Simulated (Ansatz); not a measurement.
# BAs under changes of volume

One of the cells (13.626 Å³/atom); the others are scaled copies at fixed shape and fractional positions:

```
As B
1.0
     0.00000    2.38850    2.38850
     2.38850    0.00000    2.38850
     2.38850    2.38850    0.00000
As B
1 1
Cartesian
  3.5827 3.5827 3.5827
  0.0000 0.0000 0.0000
```

* Program: Ansatz 0.2.0
* Functional: B3LYP
* Potentials or basis: Ansatz PAW
* Cutoff: 420 eV (not typed: the program's choice for these potentials)
* k mesh: 5 × 5 × 5
* Occupations: fermi-dirac, width 0.05 eV
* Spin: no spin polarisation

| volume (Å³/atom) | energy over the lowest point (meV/atom) | pressure (GPa) | gap on the mesh (eV) |
| --- | --- | --- | --- |
| 12.809 | 50.80 | 14.5 | 2.45 |
| 13.081 | ? | ? | ? |
| 13.354 | 14.17 | 7.2 | 2.48 |
| 13.626 | 4.56 | 4.1 | 2.50 |
| 13.899 | 0.00 | 1.3 | 2.51 |
| 14.171 | 0.04 | -1.3 | 2.52 |
| 14.444 | 4.25 | -3.6 | 2.54 |

What does the run at 13.081 Å³/atom give?

Energy over the lowest point 29.37 meV/atom; pressure 10.7 GPa; gap on the mesh 2.47 eV.

Worked out: A Birch-Murnaghan fit of order 3 (a polynomial in V^(-2/3)) to the other rows has its minimum at 14.03 Å³/atom with B0 = V·E''(V) = 132 GPa and B' = 4.1. It gives 29.42 meV/atom at 13.081 Å³/atom, against the run's 29.37, and -dE/dV = 10.7 GPa, against 10.7. A straight line through the other rows of the gap, of slope 0.728 eV per unit of ln V, gives 2.47 eV, against the run's 2.47.

Energies are extrapolated to zero smearing.

Caveats: all runs use coarse meshes; odd divisions of the mesh miss points on the zone boundary, where band edges often lie, so the gap on the mesh can be too wide; the PAW data sets come from PBE, with cores solved anew for the run's functional, which leaves a small shift of forces and pressure; the thresholds are loose for stress.

A mesh can miss the band edges. Spin-orbit coupling on As is left out.
